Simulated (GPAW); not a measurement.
Records of electronic-structure calculations.

```cif
data_tio2
_symmetry_space_group_name_H-M 'P 1'
_symmetry_Int_Tables_number 1
_cell_length_a 2.8793
_cell_length_b 2.8793
_cell_length_c 13.8000
_cell_angle_alpha 90.000
_cell_angle_beta 90.000
_cell_angle_gamma 120.000
_cell_volume 99.08
loop_
_atom_site_label
_atom_site_type_symbol
_atom_site_fract_x
_atom_site_fract_y
_atom_site_fract_z
_atom_site_occupancy
Ti1 Ti 0.33333 0.66667 0.50000 1
O2 O 0.66667 0.33333 0.58182 1
O3 O 0.66667 0.33333 0.41818 1
_calc_subject 'Quasiparticle gap of TiO2 (2H monolayer) in GPAW'
_calc_method 'DFT, PBE, plane waves, PAW (and 1 further level or step)'
_calc_program 'GPAW 26.7.0'
_calc_settings 'cutoff 600 eV, GPAW PAW setups 1.2.1 data release, 12×12×1 k-mesh, nbands 170'
_calc_cost '4 runs, 5.2 min in all on 4 MPI ranks of Arm Neoverse V2, shared host'
_calc_notes 'The structure was relaxed with PBE.'
_calc_pbe_gap '1.23 eV, indirect'
_calc_g0w0_gap_on_the_mesh '3.86 eV'
_calc_gw_settings '12×12×1 mesh, 74 bands, screening to 48 eV, full frequency, Hilbert transform'
_calc_known_limits 'short of the basis limit'
```

[Long decimals in the printed logs are rounded to 6 places.]

[Logs are printed without paths, hosts, clocks, repeated set-up lines and the standing remarks that a program may print on its own settings, such as how far it seeks lower states.]

[Paths, hosts, dates, memory and timing lines, banners, echoed tables and standing remarks are left out of the program output; an Ansatz launch command may be rebuilt from the run's recorded settings. Measured values are a selection of at most five: reports struck by readers or far from the other reports are left out. None is set beside runs whose start may be inverted or whose files or cutoffs have a known fault.]

[Runs of the session that timed out or met a known fault of the program may be left out.]

[Hosts, paths, dates, database ids (printed as entryN), source tags and the programs' standing remarks are cut or masked in the printed files.]

[Where the starting crystal was built by hand or by swapping elements, it need not be the compound's stable phase.]
